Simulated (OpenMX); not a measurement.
# Ge (Fd-3m) in OpenMX: further runs, part 2 of 2

OpenMX 3.8.5. The steps go on from the part before.

**6. Single point, LDA, 22.19 Å³/atom (volume scaled by 0.98)**

Ge.dat reads:

```
System.CurrrentDirectory             ./
System.Name                          Ge
DATA.PATH                            ./DFT_DATA13
level.of.stdout                      1
level.of.fileout                     0
Species.Number                       1
<Definition.of.Atomic.Species
  Ge  Ge7.0-s3p2d2           Ge_CA13
Definition.of.Atomic.Species>

Atoms.Number                         2
Atoms.SpeciesAndCoordinates.Unit     FRAC
<Atoms.SpeciesAndCoordinates
    1  Ge    0.7500000000    0.7500000000    0.7500000000   2.000  2.000
    2  Ge    0.5000000000    0.5000000000    0.5000000000   2.000  2.000
Atoms.SpeciesAndCoordinates>

Atoms.UnitVectors.Unit               Ang
<Atoms.UnitVectors
     0.0000000000    2.8099234548    2.8099234548
     2.8099234548    0.0000000000    2.8099234548
     2.8099234548    2.8099234548    0.0000000000
Atoms.UnitVectors>

scf.XcType                           LDA
scf.SpinPolarization                 off
scf.ElectronicTemperature            580.226
scf.maxIter                          100
scf.EigenvalueSolver                 band
scf.Kgrid                            9 9 9
scf.Mixing.Type                      rmm-diisk
scf.Init.Mixing.Weight               0.05
scf.Min.Mixing.Weight                0.001
scf.Max.Mixing.Weight                0.3
scf.Mixing.History                   25
scf.Mixing.StartPulay                8
scf.criterion                        1.0e-8
MD.Type                              nomd
scf.Ngrid                            35 35 35
scf.energycutoff                     300.0
```

Potentials or basis: OpenMX 2013 LDA set, Ge7.0-s3p2d2, fixed grid of 35 × 35 × 35 points.

Started as:

```bash
$ openmx Ge.dat -nt 1 > Ge.std
```

Run time: 60 s. Hardware: 1 thread of Arm Neoverse V1, shared host; peak memory 0.42 GiB.

It converged, with:

```
Free energy            : -282.0907 eV
Band gap on the k mesh : none (metal or under the smearing width)
```

Caveat: the basis of atomic orbitals isn't converged, which shifts pressures, moduli and gaps.

**7. Single point, LDA, 23.09 Å³/atom (volume scaled by 1.02)**

Edit Ge.dat of step 6 so:

```diff
@@ -19,5 +19,5 @@
 <Atoms.UnitVectors
-     0.0000000000    2.8099234548    2.8099234548
-     2.8099234548    0.0000000000    2.8099234548
-     2.8099234548    2.8099234548    0.0000000000
+     0.0000000000    2.8476450493    2.8476450493
+     2.8476450493    0.0000000000    2.8476450493
+     2.8476450493    2.8476450493    0.0000000000
 Atoms.UnitVectors>
```

Started as:

```bash
$ openmx Ge.dat -nt 1 > Ge.std
```

Run time: 56 s. Hardware: 1 thread of Arm Neoverse V1, shared host; peak memory 0.41 GiB.

Results (log left out):

| Property | Result |
| --- | --- |
| Free energy | -282.0982 eV |
| Band gap on the k mesh | none (metal or under the smearing width) |

Caveat: the basis of atomic orbitals isn't converged, which shifts pressures, moduli and gaps.

**8. Single point, LDA, 21.73 Å³/atom (volume scaled by 0.96)**

Edit Ge.dat of step 7 so:

```diff
@@ -19,5 +19,5 @@
 <Atoms.UnitVectors
-     0.0000000000    2.8476450493    2.8476450493
-     2.8476450493    0.0000000000    2.8476450493
-     2.8476450493    2.8476450493    0.0000000000
+     0.0000000000    2.7906767997    2.7906767997
+     2.7906767997    0.0000000000    2.7906767997
+     2.7906767997    2.7906767997    0.0000000000
 Atoms.UnitVectors>
```

Started as:

```bash
$ openmx Ge.dat -nt 1 > Ge.std
```

It took 56 s on 1 thread of Arm Neoverse V1, shared host; peak memory 0.51 GiB.

The run converged. Its results:

* Free energy: -282.0733 eV
* Band gap on the k mesh: 0.21 eV, indirect (least direct gap 0.22 eV)

Caveat: an odd mesh through Γ misses points on the zone boundary, where band edges often lie; the basis of atomic orbitals isn't converged, which shifts pressures, moduli and gaps.

**9. Single point, LDA, 23.54 Å³/atom (volume scaled by 1.04)**

Edit Ge.dat of step 8 so:

```diff
@@ -19,5 +19,5 @@
 <Atoms.UnitVectors
-     0.0000000000    2.7906767997    2.7906767997
-     2.7906767997    0.0000000000    2.7906767997
-     2.7906767997    2.7906767997    0.0000000000
+     0.0000000000    2.8661367691    2.8661367691
+     2.8661367691    0.0000000000    2.8661367691
+     2.8661367691    2.8661367691    0.0000000000
 Atoms.UnitVectors>
```

Potentials or basis: OpenMX 2013 LDA set, Ge7.0-s3p2d2, fixed grid of 35 × 35 × 35 points.

Started as:

```bash
$ openmx Ge.dat -nt 1 > Ge.std
```

Run time: 48 s. Hardware: 1 thread of Arm Neoverse V1, shared host; peak memory 0.48 GiB.

Results (log left out):

```yaml
Free_energy: -282.0900 eV
Band_gap_on_the_k_mesh: none (metal or under the smearing width)
```

Caveat: the basis of atomic orbitals isn't converged, which shifts pressures, moduli and gaps.

**10. Single point, LDA, 21.28 Å³/atom (volume scaled by 0.94)**

Edit Ge.dat of step 9 so:

```diff
@@ -19,5 +19,5 @@
 <Atoms.UnitVectors
-     0.0000000000    2.8661367691    2.8661367691
-     2.8661367691    0.0000000000    2.8661367691
-     2.8661367691    2.8661367691    0.0000000000
+     0.0000000000    2.7711609388    2.7711609388
+     2.7711609388    0.0000000000    2.7711609388
+     2.7711609388    2.7711609388    0.0000000000
 Atoms.UnitVectors>
```

Started as:

```bash
$ openmx Ge.dat -nt 1 > Ge.std
```

It took 62 s on 1 thread of Arm Neoverse V1, shared host; peak memory 0.43 GiB.

Results (log left out):

```yaml
Free_energy: -282.0452 eV
Band_gap_on_the_k_mesh: 0.28 eV, indirect (least direct gap 0.42 eV)
```

Caveat: an odd mesh through Γ misses points on the zone boundary, where band edges often lie; the basis of atomic orbitals isn't converged, which shifts pressures, moduli and gaps.

**11. Single point, LDA, 24.00 Å³/atom (volume scaled by 1.06)**

Edit Ge.dat of step 10 so:

```diff
@@ -19,5 +19,5 @@
 <Atoms.UnitVectors
-     0.0000000000    2.7711609388    2.7711609388
-     2.7711609388    0.0000000000    2.7711609388
-     2.7711609388    2.7711609388    0.0000000000
+     0.0000000000    2.8843929095    2.8843929095
+     2.8843929095    0.0000000000    2.8843929095
+     2.8843929095    2.8843929095    0.0000000000
 Atoms.UnitVectors>
```

Started as:

```bash
$ openmx Ge.dat -nt 1 > Ge.std
```

Wall time 50 s (1 thread of Arm Neoverse V1, shared host); peak memory 0.47 GiB.

Results (log left out):

```
Free energy            : -282.0750 eV
Band gap on the k mesh : none (metal or under the smearing width)
```

Caveat: the basis of atomic orbitals isn't converged, which shifts pressures, moduli and gaps.

**12. Equation of state, LDA**

Potentials or basis: OpenMX 2013 LDA set, Ge7.0-s3p2d2, fixed grid of 35 × 35 × 35 points.

No new run: the results of the series are fitted here.

What came out:

```
Equilibrium volume                      : 22.83 Å³/atom
Bulk modulus                            : 72 GPa
Pressure derivative of the bulk modulus : 4.5
```

Energy against volume, from the lowest point:
| volume (Å³/atom) | energy (meV/atom) |
| --- | --- |
| 21.281 | 26.76 |
| 21.733 | 12.68 |
| 22.186 | 4.00 |
| 22.639 | 0.00 |
| 23.092 | 0.23 |
| 23.545 | 4.34 |
| 23.997 | 11.85 |

Caveat: volumes in these bases differ from converged ones by about 1 %, for some elements by several; the basis of atomic orbitals isn't converged, which shifts pressures, moduli and gaps.

**13. Overview**

```tsv
task	level	potentials or basis	k mesh	max SCF cycles	grid points, held for all volumes	pressure (GPa)
band structure	PBE	OpenMX 2013 PBE set, Ge7.0-s3p2d2, grid cutoff 300 Ry	7 × 7 × 7	100	-	5.4
band structure	PBE	OpenMX 2013 PBE set, Ge7.0-s3p2d2f1, grid cutoff 300 Ry	7 × 7 × 7	100	-	5.1
band structure	LDA	OpenMX 2013 LDA set, Ge7.0-s3p2d2, grid cutoff 300 Ry	9 × 9 × 9	100	-	0.6
equation of state	LDA	OpenMX 2013 LDA set, Ge7.0-s3p2d2, fixed grid of 35 × 35 × 35 points	9 × 9 × 9	-	35 × 35 × 35	-
```

Alike in all rows: no spin polarisation; cell as given; smearing fermi-dirac 0.05 eV.

Caveats: the basis of atomic orbitals isn't converged, which shifts pressures, moduli and gaps; volumes in these bases differ from converged ones by about 1 %, for some elements by several (some runs).

Total energies depend on the potentials used, so only differences within one code and one set of settings carry meaning.

**14. Comparison with measurements**

Step 2. Measured gap of Ge: 0.807 eV (direct; 300 K; “Electronic and optical properties of SixGe1-x-ySny alloys lattice-matched to Ge”, 2021, arxiv:2109.02782). This calculation gives 0.08 eV (-0.72 eV). 3 values of this kind are on record (0.666 to 0.807 eV); this one was drawn at random among those near their median. Spin-orbit coupling on Ge is left out. The value is that of PBE in an atomic basis (OpenMX 2013 PBE set, Ge7.0-s3p2d2, grid cutoff 300 Ry), whose error adds to the functional's,, without temperature or zero-point motion. Semilocal functionals fall short of measured gaps as a rule.

Step 3. A measured gap of Ge is 0.666 eV (indirect; 293 K; “Electronic and optical properties of SixGe1-x-ySny alloys lattice-matched to Ge”, 2021, arxiv:2109.02782); the calculated 0.00 eV misses it by -0.67 eV. 3 values of this kind are on record (0.666 to 0.807 eV); this one was drawn at random among those near their median. Spin-orbit coupling on Ge is left out. The value is that of PBE in an atomic basis (OpenMX 2013 PBE set, Ge7.0-s3p2d2f1, grid cutoff 300 Ry), whose error adds to the functional's,, without temperature or zero-point motion. Semilocal functionals fall short of measured gaps as a rule.

Step 4. Against the measured gap of Ge, 0.666 eV (indirect; 293 K; “Electronic and optical properties of SixGe1-x-ySny alloys lattice-matched to Ge”, 2021, arxiv:2109.02782), the calculated 0.00 eV is off by -0.67 eV. 3 values of this kind are on record (0.666 to 0.807 eV); this one was drawn at random among those near their median. Spin-orbit coupling on Ge is left out. The value is that of LDA in an atomic basis (OpenMX 2013 LDA set, Ge7.0-s3p2d2, grid cutoff 300 Ry), whose error adds to the functional's,, without temperature or zero-point motion. Semilocal functionals fall short of measured gaps as a rule.

Step 12. Measured bulk modulus of Ge: 75.8 GPa (quoted in “Sub-monolayer structures of Ag overlayers on Ge(111): experimental observations and first-principles study”, 2019, arxiv:1908.00180). This calculation gives 72 GPa (-4.5 %). The fit is for a static lattice scaled at fixed shape and fixed fractional positions.
